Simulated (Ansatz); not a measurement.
## Lattice dynamics of KZnF3 (Pm-3m)

The cell of KZnF3 (Pm-3m) is at rest. What are its phonons?

Program: Ansatz 0.2.0. Level of theory: DFT LDA, scalar-relativistic, plane waves, PAW. Results are calculated unless marked as measured.

## Step 1: Starting point

The structure is cubic, space group Pm-3m (No. 221). Conventional cell: a = 3.973 Å, b = 3.973 Å, c = 3.973 Å, α = 90.00°, β = 90.00°, γ = 90.00°. Nearest to K lie 12 F at 2.81 Å. Nearest to Zn lie 6 F at 1.99 Å. F has 2 Zn at 1.99 Å and 4 K at 2.81 Å nearest. Farther neighbours and most contacts between anions are not listed.

As a file:

```cif
data_structure
_symmetry_space_group_name_H-M 'Pm-3m'
_symmetry_Int_Tables_number 221
_cell_length_a 3.9732
_cell_length_b 3.9732
_cell_length_c 3.9732
_cell_angle_alpha 90.000
_cell_angle_beta 90.000
_cell_angle_gamma 90.000
_cell_volume 62.72
loop_
_atom_site_label
_atom_site_type_symbol
_atom_site_symmetry_multiplicity
_atom_site_Wyckoff_symbol
_atom_site_fract_x
_atom_site_fract_y
_atom_site_fract_z
_atom_site_occupancy
K1 K 1 a 0.00000 0.00000 0.00000 1
Zn1 Zn 1 b 0.50000 0.50000 0.50000 1
F1 F 3 c 0.50000 0.50000 0.00000 1
```

## Step 2: Modes at Γ

The cell comes from relaxations at this level that are not shown. The zone centre is the only wavevector solved here; it holds the modes that light can see, as far as symmetry allows. The response to a homogeneous field gives the Born charges and the dielectric tensor, and its change with displacement the Raman tensors.

input.yaml

```yaml
crystal:
  lattice:
    - [3.9731606363, 0.0, 0.0]
    - [0.0, 3.9731606363, 0.0]
    - [0.0, 0.0, 3.9731606363]
  atoms:
    - { symbol: K, position: [0.0, 0.0, 0.0] }
    - { symbol: Zn, position: [0.5, 0.5, 0.5] }
    - { symbol: F, position: [0.5, 0.5, 0.0] }
    - { symbol: F, position: [0.0, 0.5, 0.5] }
    - { symbol: F, position: [0.5, 0.0, 0.5] }
kpoints:
  mp_grid: { grid: [8, 8, 8] }
hamiltonian:
  xc: lda
scf:
  occupations: { method: fixed }
output:
  eigenvalues: true
phonons:
  method: dfpt
  dielectric: true
  rigid_motions: translations
  raman: true
```

Command:

```bash
$ ansatz run input.yaml --threads 4 --pin off --max-ram 7168MiB --backend cpu --events-out ev --progress --plain --runs-dir out
```

Numbers of over 12 decimals in the logs are rounded to 6 here.

What it wrote:

```text
Engine: ansatz 0.2.0, aarch64-unknown-linux-gnu
Pseudopotentials: kind: paw
Pseudopotential: K, paw, valence charge 9, recommended cutoff 420 eV (normal), K.paw.azcp
Pseudopotential: Zn, paw, valence charge 12, recommended cutoff 420 eV (normal), Zn.paw.azcp
Pseudopotential: F, paw, valence charge 7, recommended cutoff 420 eV (normal), F.paw.azcp
Functional definition: SPW92
  exchange = slater_x
  correlation = pw_c
Crystal: 5 atoms, lattice volume = 62.720 Å³
Basis set: ecut = 420 eV, 1237 PW (Γ), exchange–correlation on 54×54×54 points (8 copies of the dense FFT grid, shifted against one another)
Bands: 26, of which v1, the nominal top of the filled ones, is band 21 counted from 1 (20 counted from 0)
Symmetry: 48 space group operations
k-points: 170 of 512 (irreducible under 2 space group operations, time reversal used)
Non-local potential: K, projectors of the file, l = 0: 3, l = 1: 2, l = 2: 2
Non-local potential: Zn, projectors of the file, l = 0: 2, l = 1: 2, l = 2: 3, l = 3: 1
Non-local potential: F, projectors of the file, l = 0: 2, l = 1: 2, l = 2: 1
PAW form: soft (Blöchl's): semilocal exchange-correlation on the pseudo side does not see the compensation charge
PAW frozen core: K, regenerated for the run's functional, and the local potential with it (the file was generated under x = pbe(κ = 0.804, μ = 0.219515), c = pbe(β = 0.066725))
PAW frozen core: Zn, regenerated for the run's functional, and the local potential with it (the file was generated under x = pbe(κ = 0.804, μ = 0.219515), c = pbe(β = 0.066725))
PAW frozen core: F, regenerated for the run's functional, and the local potential with it (the file was generated under x = pbe(κ = 0.804, μ = 0.219515), c = pbe(β = 0.066725))
PAW one-centre angular grid: K, 110 points (default); XC on 64 Gauss nodes
PAW one-centre angular grid: Zn, 590 points (default); XC on 64 Gauss nodes
PAW one-centre angular grid: F, 110 points (default); XC on 64 Gauss nodes
Initial density: superposition of atomic densities (neutral atoms: chi_scale 0, normalization atom), corrected by the library's trained network
Initial wavefunctions: pseudopotential atomic-orbital guess
Functional: x = slater, c = lda
SCF iter   1: F=—  HF=-7128.493279 eV  |F-HF|=—  |Δ(HF+E_count)|=         —  Δρ=2.12e-2  dr2=1.94e-1  ethr=1.77e-3  ⟨swp⟩=4.6  Hψ=19058  notcnv=0  defer=296
preconditioner: auto → Resta (q_TF=auto, 2.552 Å⁻¹)  ε∞=4.1  [insulator: Δε(μ)=3.589 eV  Ē_g=17.140 eV  n_scr=18 (ndim 8)  ℏωp=30.4 eV  f_vac=0.044  ε∞_Penn≈4.1]
SCF iter   2: F=—  HF=-7128.435925 eV  |F-HF|=—  |Δ(HF+E_count)|=   5.74e-2  Δρ=5.16e-3  dr2=5.93e-3  ethr=4.62e-4  ⟨swp⟩=2.0  Hψ=8905  notcnv=0  defer=477
SCF iter   3: F=—  HF=-7128.434477 eV  |F-HF|=—  |Δ(HF+E_count)|=   1.45e-3  Δρ=2.45e-3  dr2=2.08e-3  ethr=1.41e-5  ⟨swp⟩=3.0  Hψ=7792  notcnv=0  defer=493
SCF iter   4: F=—  HF=-7128.433926 eV  |F-HF|=—  |Δ(HF+E_count)|=   5.50e-4  Δρ=2.68e-4  dr2=3.57e-5  ethr=4.95e-6  ⟨swp⟩=2.0  Hψ=7447  notcnv=0  defer=483
SCF iter   5: F=—  HF=-7128.433934 eV  |F-HF|=—  |Δ(HF+E_count)|=   8.11e-6  Δρ=2.28e-4  dr2=1.65e-5  ethr=8.49e-8  ⟨swp⟩=2.0  Hψ=6841  notcnv=0  defer=170
SCF iter   6: F=—  HF=-7128.433930 eV  |F-HF|=—  |Δ(HF+E_count)|=   4.38e-6  Δρ=7.52e-5  dr2=2.26e-6  ethr=3.93e-8  ⟨swp⟩=2.0  Hψ=6560  notcnv=0  defer=170
SCF iter   7: F=—  HF=-7128.433929 eV  |F-HF|=—  |Δ(HF+E_count)|=   8.87e-7  Δρ=1.28e-5  dr2=1.14e-7  ethr=5.38e-9  ⟨swp⟩=2.0  Hψ=6493  notcnv=0  defer=170
SCF iter   8: F=—  HF=-7128.433929 eV  |F-HF|=—  |Δ(HF+E_count)|=   2.09e-8  Δρ=2.10e-6  dr2=4.53e-9  ethr=2.71e-10  ⟨swp⟩=2.0  Hψ=6610  notcnv=0  defer=170
SCF iter   9: F=—  HF=-7128.433929 eV  |F-HF|=—  |Δ(HF+E_count)|=   1.06e-9  Δρ=4.90e-7  dr2=1.06e-10  ethr=1.08e-11  ⟨swp⟩=2.1  Hψ=7243  notcnv=0  defer=170
SCF iter  10: F=-7128.433929 eV  HF=-7128.433929 eV  |F-HF|=6.37e-12  |Δ(HF+E_count)|=  2.36e-11  Δρ=1.48e-7  dr2=1.07e-11  ethr=1.00e-12  ⟨swp⟩=10.2  Hψ=25083  notcnv=0
SCF 1 converged in 10 iterations: F = -7128.433929 eV  dr2 = 1.07e-11
  greatest PAW one-centre occupation: 0.995 electrons in one spin orbital (limit 2), on the Zn atom at site 1 (counted from 0), in its partial waves of l = 2
DFPT response loops at Γ: preconditioner auto → none (the input reference at scf.mixing.eps_inf says where Resta's filter doesn't serve); β = 0.50; Broyden in place of MSR1
── the response to a field inside a basis, on 8×8×8 k-points: an SCF that follows is theirs, and a resumed run solves both again ──
Bands: 22, of which v1, the nominal top of the filled ones, is band 21 counted from 1 (20 counted from 0)
k-points: 20 of 512
Initial density: handed on by an earlier stage of this run
Initial wavefunctions: pseudopotential atomic-orbital guess (no wavefunctions were taken with the density)
Eigensolver: Dense (20 Hₖ)
SCF iter   1: F=—  HF=-7128.431971 eV  |F-HF|=—  |Δ(HF+E_count)|=         —  Δρ=8.89e-4  dr2=8.91e-5  ethr=1.00e-1
preconditioner: auto → Resta (q_TF=auto, 2.552 Å⁻¹)  ε∞=5.3  [insulator: Δε(μ)=4.132 eV  Ē_g=14.739 eV  n_scr=18 (ndim 8)  ℏωp=30.4 eV  f_vac=0.037  ε∞_Penn≈5.3]
SCF iter   2: F=—  HF=-7128.431934 eV  |F-HF|=—  |Δ(HF+E_count)|=   3.66e-5  Δρ=3.66e-4  dr2=2.82e-5  ethr=2.12e-7
SCF iter   3: F=—  HF=-7128.431927 eV  |F-HF|=—  |Δ(HF+E_count)|=   6.85e-6  Δρ=1.55e-4  dr2=3.24e-6  ethr=6.71e-8
SCF iter   4: F=—  HF=-7128.431926 eV  |F-HF|=—  |Δ(HF+E_count)|=   1.66e-6  Δρ=3.50e-5  dr2=3.73e-7  ethr=7.71e-9
SCF iter   5: F=—  HF=-7128.431925 eV  |F-HF|=—  |Δ(HF+E_count)|=   3.48e-7  Δρ=7.13e-6  dr2=1.17e-8  ethr=8.88e-10
SCF iter   6: F=—  HF=-7128.431925 eV  |F-HF|=—  |Δ(HF+E_count)|=   2.33e-8  Δρ=1.72e-6  dr2=1.56e-9  ethr=2.78e-11
SCF iter   7: F=-7128.431925 eV  HF=-7128.431925 eV  |F-HF|=4.91e-11  |Δ(HF+E_count)|=  7.42e-10  Δρ=2.78e-7  dr2=9.03e-11  ethr=3.71e-12
SCF 1 converged in 7 iterations: F = -7128.431925 eV  dr2 = 9.03e-11
DFPT response loops at Γ: mixed as the last ones told, above
DFPT response loops at Γ: mixed as the last ones told, above
DFPT response loops at Γ: mixed as the last ones told, above
SCF converged after 10 iterations
Free energy (F): -7128.433929 eV
Harris-Foulkes:  -7128.433929 eV  (|F-HF|=6.37e-12)
Internal energy: -7128.433929 eV  (E = F + TS)
E sigma→0 (E₀):  -7128.433929 eV
Fermi energy:    4.637254 eV
--- Per-component energies (eV) ---
  E_band       = -139.606699
  E_kinetic    = 1003.028539
  E_local      = -3967.043533  (includes V_loc(G=0)·N_el)
  E_nonlocal   = 870.152455
  E_hartree    = 1559.299306
  E_xc         = -501.871312
  E_vxc        = -519.418649  (∫ρ·V_xc dr)
  E_paw        = -3070.651260  (= ΣΔE_a)
  E_vpaw       = -644.929693  (= ΣTr[D̂ρ^β])
  E_aug_tail   = 0.005728  (compensation charges beyond the density's cutoff)
  E_ewald      = -3023.508249
  E_core_change = 2.154396  (= ΣΔE_core)
  E_smearing   = -0.000000  (= −TS)
  E_closure    = -0.000000  (closes the sum)
  Σ components = -7128.433929   (vs F -7128.433929, Δ=0.00e0)
--- Band table (eV; the first three rows and the last of 170) ---
  k-point 0: bands = [... 17 lower, 2.2556, 2.5114, 2.5114, 2.5114, 8.4303, 12.8967, 12.8967, 13.8715, ... 1 higher]
  k-point 1: bands = [... 17 lower, 2.2897, 2.5268, 2.5268, 2.5357, 8.7554, 13.0416, 13.0568, 14.0274, ... 1 higher]
  k-point 2: bands = [... 17 lower, 2.3165, 2.6000, 2.6000, 2.6982, 9.6077, 13.2865, 13.4035, 14.5834, ... 1 higher]
  k-point 169: bands = [... 17 lower, 2.9050, 2.9050, 4.6373, 4.6373, 12.8171, 12.8171, 12.8171, 15.1632, ... 1 higher]
--- Phonons (Γ-DFPT): 4 representative perturbations + reference, on 170 of 512 k-points (Σ response iterations 13) ---
  k mesh reduced under 2 symmetry operations, with k and −k counted as one. Each operation leaves every solved perturbation unchanged. A smaller set is not considered because the run solves the response to a homogeneous field
  ASR residual: 6.916e-5 → 0.000e0 eV/Å²; symmetrization residual: 1.459e-5 eV/Å²
  ASR residual per site (eV/Å²): 7.70e-6 4.57e-5 6.92e-5 6.92e-5 6.92e-5
  Γ frequencies (cm⁻¹): 0.00 0.00 0.00 127.54 127.54 127.54 144.67 144.67 144.67 180.20 180.20 180.20 457.56 457.56 457.56
  ε∞ (high-frequency dielectric tensor):
        2.461368     0.000000     0.000000
        0.000000     2.461368     0.000000
        0.000000     0.000000     2.461368
  ε⁰ (static dielectric tensor: ions relaxed, cell fixed):
        9.361402     0.000000     0.000000
        0.000000     9.361402     0.000000
        0.000000     0.000000     9.361402
  ε⁰ − ε∞ (ionic part):
        6.900034     0.000000     0.000000
        0.000000     6.900034     0.000000
        0.000000     0.000000     6.900034
  softest optical mode at Γ: 127.54 cm⁻¹; the repairs (sum rule, projections) moved no ω² at Γ by more than (2.03 cm⁻¹)²
  Born effective charges Z* (e; rows j = field, columns β = displacement):
    site 0:
         1.20504    0.00000    0.00000
        -0.00000    1.20504    0.00000
         0.00000    0.00000    1.20504
    site 1:
         2.29341    0.00000    0.00000
        -0.00000    2.29341    0.00000
         0.00000    0.00000    2.29341
    site 2:
        -0.90069    0.00000    0.00000
         0.00000   -0.90069    0.00000
         0.00000    0.00000   -1.69707
    site 3:
        -1.69707    0.00000    0.00000
        -0.00000   -0.90069    0.00000
         0.00000    0.00000   -0.90069
    site 4:
        -0.90069    0.00000    0.00000
        -0.00000   -1.69707    0.00000
         0.00000    0.00000   -0.90069
  Z* charge neutrality: 1.294e-6 e pre-enforcement
  k-mesh period / interband length: 31.8 Å / 1.03 Å = 30.91 at k = (0.0000, 0.0000, 0.0000), direct gap 5.919 eV — 14 or more, which is no proof of convergence
  Raman tensors (in the event stream and the table raman_tensors.tsv): an entry may err by 4.0e-4 Å², one of the second-order susceptibility by 4.2e-20 pm/V (basis, points and sum rule); their sum over the sites missed zero by 1.328e-21 Å² ahead of its enforcement
  optical modes at Γ without the LO–TO term, one row a degenerate level:
      ω (cm⁻¹)  modes    IR ((D/Å)²/amu)  static Raman (Å⁴/amu)  depolarisation
        127.54      3             4.1373                 0.0000               —
        144.67      3             0.0000                 0.0000               —
        180.20      3             9.8747                 0.0000               —
        457.56      3            10.5297                 0.0000               —
  optical modes at Γ + LO–TO along q̂ = [1.0000, 0.0000, 0.0000]:
      ω (cm⁻¹)  modes    IR ((D/Å)²/amu)  static Raman (Å⁴/amu)  depolarisation
        127.54      2             2.7582                 0.0000               —
        141.86      1             0.0458                 0.0000               —
        144.67      3             0.0000                 0.0000               —
        180.20      2             6.5831                 0.0000               —
        275.69      1             2.2574                 0.0000               —
        457.56      2             7.0198                 0.0000               —
        524.40      1             5.8773                 0.0000               —
  optical modes at Γ + LO–TO along q̂ = [0.0000, 1.0000, 0.0000]:
      ω (cm⁻¹)  modes    IR ((D/Å)²/amu)  static Raman (Å⁴/amu)  depolarisation
        127.54      2             2.7582                 0.0000               —
        141.86      1             0.0458                 0.0000               —
        144.67      3             0.0000                 0.0000               —
        180.20      2             6.5831                 0.0000               —
        275.69      1             2.2574                 0.0000               —
        457.56      2             7.0198                 0.0000               —
        524.40      1             5.8773                 0.0000               —
  optical modes at Γ + LO–TO along q̂ = [0.0000, 0.0000, 1.0000]:
      ω (cm⁻¹)  modes    IR ((D/Å)²/amu)  static Raman (Å⁴/amu)  depolarisation
        127.54      2             2.7582                 0.0000               —
        141.86      1             0.0458                 0.0000               —
        144.67      3             0.0000                 0.0000               —
        180.20      2             6.5831                 0.0000               —
        275.69      1             2.2574                 0.0000               —
        457.56      2             7.0198                 0.0000               —
        524.40      1             5.8773                 0.0000               —
```

The job ended after 6 min (4 threads of Arm Neoverse N1, shared host; peak memory 1.3 GiB; 17 min of CPU time).

This step gave:

| Property | Result |
| --- | --- |
| gap on the k-mesh | 3.793 eV |
| volume per atom | 12.54 Å³ |
| sum-rule residual before enforcement | 6.92e-5 eV/Å² |
| miss of the charge sum rule | 1.29e-6 e |
| point group | m-3m |
| highest optical mode at the zone centre (no LO-TO term) | 457.6 cm⁻¹ |
| lowest optical zone-centre mode | 127.5 cm⁻¹ |
| mean high-frequency dielectric constant | 2.461 |
| largest Born charge (third of the trace) | 2.293 e |
| mean static dielectric constant | 9.361 |
| top of the zone-centre spectrum with the field | 524.4 cm⁻¹ |

Without the LO-TO term. Patterns of degenerate modes are one choice out of their space. The modes at Γ (shares of kinetic energy by element, %):

| mode | frequency (cm⁻¹) | symmetry | K % | Zn % | F % |
| --- | --- | --- | --- | --- | --- |
| 1 | 0.0 | acoustic | 24 | 40 | 35 |
| 2 | 0.0 | acoustic | 24 | 40 | 35 |
| 3 | 0.0 | acoustic | 24 | 40 | 35 |
| 4 | 127.5 | T1u | 76 | 10 | 14 |
| 5 | 127.5 | T1u | 76 | 10 | 14 |
| 6 | 127.5 | T1u | 76 | 10 | 14 |
| 7 | 144.7 | T2u | 0 | 0 | 100 |
| 8 | 144.7 | T2u | 0 | 0 | 100 |
| 9 | 144.7 | T2u | 0 | 0 | 100 |
| 10 | 180.2 | T1u | 0 | 38 | 62 |
| 11 | 180.2 | T1u | 0 | 38 | 62 |
| 12 | 180.2 | T1u | 0 | 38 | 62 |
| 13 | 457.6 | T1u | 0 | 11 | 89 |
| 14 | 457.6 | T1u | 0 | 11 | 89 |
| 15 | 457.6 | T1u | 0 | 11 | 89 |

Displacements in mode 5 (127.5 cm⁻¹), the largest set to 1:
```
K1   0.00  0.38  1.00
Zn2  0.00 -0.11 -0.29
F3   0.00 -0.14 -0.32
F4   0.00 -0.14 -0.37
F5   0.00 -0.12 -0.37
```

Displacements in mode 7 (144.7 cm⁻¹), the largest set to 1:
```
K1   0.00  0.00  0.00
Zn2  0.00  0.00  0.00
F3   1.00  0.03  0.00
F4   0.00 -0.03  0.03
F5  -1.00  0.00 -0.03
```

Optical modes at the zone centre, without and with the macroscopic field of the longitudinal modes; each column is sorted by frequency, so a row need not hold one and the same mode. Modes with and without the field, by row:

| rank among optical modes | no field (cm⁻¹) | q along (1, 0, 0) (cm⁻¹) |
| --- | --- | --- |
| 1 | 127.5 | 127.5 |
| 2 | 127.5 | 127.5 |
| 3 | 127.5 | 141.9 |
| 4 | 144.7 | 144.7 |
| 5 | 144.7 | 144.7 |
| 6 | 144.7 | 144.7 |
| 7 | 180.2 | 180.2 |
| 8 | 180.2 | 180.2 |
| 9 | 180.2 | 275.7 |
| 10 | 457.6 | 457.6 |
| 11 | 457.6 | 457.6 |
| 12 | 457.6 | 524.4 |

Born charge (rows field, columns displacement) (e), principal values of the symmetric part by kind of site:

| atom | atoms with these values | low | middle | high | mean |
| --- | --- | --- | --- | --- | --- |
| K1 | 1 | 1.21 | 1.21 | 1.21 | 1.21 |
| Zn2 | 1 | 2.29 | 2.29 | 2.29 | 2.29 |
| F3 | 3 | -1.70 | -0.90 | -0.90 | -1.17 |

In full for K1:

```
1.21 0.00 0.00
0.00 1.21 0.00
0.00 0.00 1.21
```

High-frequency dielectric tensor:

```
2.46 0.00 0.00
0.00 2.46 0.00
0.00 0.00 2.46
```

Static dielectric tensor (ions relaxed, fixed cell):

```
9.36 0.00 0.00
0.00 9.36 0.00
0.00 0.00 9.36
```

Transverse modes. Infrared lines, with heights relative to the strongest:

| position (cm⁻¹) | label | relative intensity |
| --- | --- | --- |
| 128 | T1u | 39 |
| 145 | T2u | 0.0 |
| 180 | T1u | 94 |
| 458 | T1u | 100 |

Before it was imposed, the acoustic sum rule was missed by 6.9e-5 eV/Å² and the charge sum rule by 1.3e-6 e. Small misses are needed for a sound result but don't prove that mesh and cutoff are converged. The lowest optical mode is real, 128 cm⁻¹.

## Step 3: Another isotope, element K, natural mass 39.0983 amu

An isotope changes the mass and not the force constants, so no new electronic calculation is needed; the shifts show which modes move this element.

The same force constants with the mass of K changed from 39.098 to 40.962 u (phonopy, no LO-TO term). Both lists are sorted by frequency; levels can cross, so a row need not hold one and the same mode. Modes under 3 cm⁻¹ are left out. Isotope shifts, by row:

| q | rank | natural mass (cm⁻¹) | changed mass (cm⁻¹) |
| --- | --- | --- | --- |
| 0 0 0 | 4 | 127.5 | 125.3 |
| 0 0 0 | 5 | 127.5 | 125.3 |
| 0 0 0 | 6 | 127.5 | 125.3 |
| 0 0 0 | 7 | 144.7 | 144.7 |
| 0 0 0 | 8 | 144.7 | 144.7 |
| 0 0 0 | 9 | 144.7 | 144.7 |
| 0 0 0 | 10 | 180.2 | 180.2 |
| 0 0 0 | 11 | 180.2 | 180.2 |
| 0 0 0 | 12 | 180.2 | 180.2 |
| 0 0 0 | 13 | 457.6 | 457.6 |
| 0 0 0 | 14 | 457.6 | 457.6 |
| 0 0 0 | 15 | 457.6 | 457.6 |

A mode of this element alone would shift by -2.30 %. The highest zone-centre frequency without the field goes from 457.6 to 457.6 cm⁻¹ (+0.0 %). The product of the frequency ratios over all optical modes at Γ is 0.949; the product rule, (m/m′)^(3k/2) (M′/M)^(3/2) with k = 1 such atoms and M the mass of the cell, gives 0.949.

## Step 4: Isotope substitution, element Zn, natural mass 65.38 amu

The same for Zn, from 65.38 to 67.92 u.

A mode of this element alone would shift by -1.89 %. The highest zone-centre frequency without the field goes from 457.6 to 456.6 cm⁻¹ (-0.2 %). The product of the frequency ratios over all optical modes at Γ is 0.967; the product rule, (m/m′)^(3k/2) (M′/M)^(3/2) with k = 1 such atoms and M the mass of the cell, gives 0.967.

## Step 5: What came out

| Property | Result |
| --- | --- |
| space group (within 0.01 Å) | Pm-3m |
| volume per atom | 12.5 Å³ |
| gap on the k-mesh | 3.79 eV |
| highest optical mode at the zone centre (no LO-TO term) | 458 cm⁻¹ |
| top of the zone-centre spectrum with the field | 524 cm⁻¹ |
| lowest optical zone-centre mode | 128 cm⁻¹ |
| mean high-frequency dielectric constant | 2.46 |
| mean static dielectric constant | 9.36 |
| largest Born charge (third of the trace) | 2.29 e |
| imaginary modes at Γ (the only wavevector solved) | none |

In words: The structure is stable against zone-centre distortions, since no mode there is imaginary; runs at other wavevectors are not part of this account. Without the field, the optical modes at Γ span 128 to 458 cm⁻¹. The dispersion is not part of this account. The highest mode in this list at Γ, 457.6 cm⁻¹, is mostly motion of F (89 % of the kinetic energy). With the macroscopic field of the longitudinal modes the top of the zone-centre spectrum lies at 524 cm⁻¹, against 458 cm⁻¹ without it. Lattice motion raises the mean dielectric constant from 2.461 to 9.361. The strongest infrared line is at 458 cm⁻¹. No mode is Raman active to first order. These are harmonic frequencies at zero temperature: anharmonic shifts, linewidths and thermal expansion are left out.

[Logs are printed without paths, hosts, clocks, repeated set-up lines and the standing remarks that a program may print on its own settings, such as how far it seeks lower states.]

[Hosts, paths, dates, database ids (printed as entryN), source tags and the programs' standing remarks are cut or masked in the printed files.]
